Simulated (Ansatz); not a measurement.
Theory: DFT PBE+D3(BJ), scalar-relativistic, plane waves, PAW (Ansatz 0.2.0). Settings: cutoff 420 eV, Γ-centred meshes spaced at most about 0.3 Å⁻¹ (2π included), Gaussian smearing. No spin polarisation.

All energies are static (0 K, no zero-point motion).

Two relaxed structures of F:

1.

```cif
data_structure
_symmetry_space_group_name_H-M 'P-1'
_symmetry_Int_Tables_number 2
_cell_length_a 3.5403
_cell_length_b 6.3239
_cell_length_c 6.4718
_cell_angle_alpha 91.504
_cell_angle_beta 91.528
_cell_angle_gamma 92.391
_cell_volume 144.66
loop_
_atom_site_label
_atom_site_type_symbol
_atom_site_symmetry_multiplicity
_atom_site_Wyckoff_symbol
_atom_site_fract_x
_atom_site_fract_y
_atom_site_fract_z
_atom_site_occupancy
F1 F 2 i 0.39536 0.16462 0.35246 1
F2 F 2 i 0.94638 0.76473 0.26809 1
F3 F 2 i 0.89725 0.25721 0.93034 1
F4 F 2 i 0.43084 0.63903 0.70010 1
```

2.

```cif
data_structure
_symmetry_space_group_name_H-M 'C2/m'
_symmetry_Int_Tables_number 12
_cell_length_a 5.8806
_cell_length_b 3.3868
_cell_length_c 7.3820
_cell_angle_alpha 90.000
_cell_angle_beta 108.050
_cell_angle_gamma 90.000
_cell_volume 139.79
loop_
_atom_site_label
_atom_site_type_symbol
_atom_site_symmetry_multiplicity
_atom_site_Wyckoff_symbol
_atom_site_fract_x
_atom_site_fract_y
_atom_site_fract_z
_atom_site_occupancy
F1 F 4 i 0.57798 0.50000 0.09491 1
F2 F 4 i 0.99951 0.50000 0.59579 1
```

Question: Which is lower in energy, and by how much?

Answer: They are level within the accuracy (1 meV/atom apart, with cell 2 the lower in these runs). Cell 1 has space group P-1 (No. 2), 18.1 Å³/atom and a gap of 3.16 eV on its mesh; cell 2 has space group C2/m (No. 12), 17.5 Å³/atom and a gap of 2.85 eV. In cell 1, F on its first site is surrounded by 1 F at 1.42 Å; around F on its second site lies 1 F at 1.42 Å; F on its third site is surrounded by 1 F at 1.42 Å; 1 more site not described. In cell 2, F on its first site is surrounded by 1 F at 1.42 Å; F on its second site is surrounded by 1 F at 1.42 Å. Origin: cell 1, invented, then shaken at random and relaxed again; cell 2, reached from a measured cell (COD). The lowest form computed isn't among them: it has space group C2/c (No. 15), 17.3 Å³/atom, is reached from a measured cell (COD) and lies 1 meV/atom below the best shown.

Kohn–Sham gaps at this level usually fall short of measured ones. Cells relaxed within their symmetry can be saddle points. Some candidate types were left out of the draw beforehand, so a known form may be missing.
